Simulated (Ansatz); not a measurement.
Runs of Ansatz 0.2.0 on MnSb. Symmetry: P6_3/mmc, No. 194, hexagonal system. Conventional cell: a = 4.150 Å, b = 4.150 Å, c = 5.780 Å, α = 90.00°, β = 90.00°, γ = 120.00°. Sb (site symmetry -6m2) is surrounded by 6 Mn at 2.80 Å. Mn (site symmetry -3m) is surrounded by 6 Sb at 2.80 Å and 2 Mn at 2.89 Å. 

```csv
task,level,spin,U,cell,k mesh,smearing,hubbard projectors,double counting,atoms under strain,gap on the mesh (eV),pressure (GPa),moment (μB),relaxed volume (Å³/atom)
relaxation of cell and atoms,PBEsol+D4,"collinear, ferromagnetic start",-,relaxed,7 × 7 × 5,fermi-dirac 0.05 eV,-,-,-,none,0.0,5.35,18.18
relaxation of cell and atoms,RPBE+D3(BJ),"collinear, ferromagnetic start",-,relaxed,7 × 7 × 5,fermi-dirac 0.05 eV,-,-,-,-,0.0,3.95,(a)
relaxation of cell and atoms,RPBE+D4,"collinear, ferromagnetic start",-,relaxed,7 × 7 × 5,fermi-dirac 0.05 eV,-,-,-,none,0.0,6.01,19.10
single point,LDA+U,"collinear, ferrimagnetic start",Mn d U = 2.5 eV,as given,7 × 7 × 5,tetrahedron,ortho-atomic (the default),fll (the default),-,none,-2.7,(b),-
elastic constants,PBEsol,"collinear, ferromagnetic start",-,as given,5 × 5 × 4,fermi-dirac 0.05 eV,-,-,relaxed,none,-7.2,6.66,-
```

Alike in all rows: potentials or basis Ansatz PAW; cutoff (eV) 420.

Problem. Fill in the values left out.

Solution. (a) 15.66; (b) 0.00.

Caveats: the PAW data sets come from PBE, with cores solved anew for the run's functional, which leaves a small shift of forces and pressure; the plane-wave basis is chosen anew once the cell has moved, so the energies of steps on either side of that aren't comparable (some runs); the volume moved by over 15 % at a fixed basis, so the end points are rough (some runs); pairwise dispersion overbinds metals, which lowers pressure and volume (some runs); the volume moved by -16 % from the deposited cell, more than functionals usually miss (some runs); the volume moved by -27 % from the deposited cell, more than functionals usually miss (some runs); the volume moved by -11 % from the deposited cell, more than functionals usually miss (some runs).

A k mesh can miss the band edges, and the runs leave out spin-orbit coupling on Sb.

A gap of «none» marks a metal or a gap under the smearing width.

Runs at the PBE level aren't shown here.
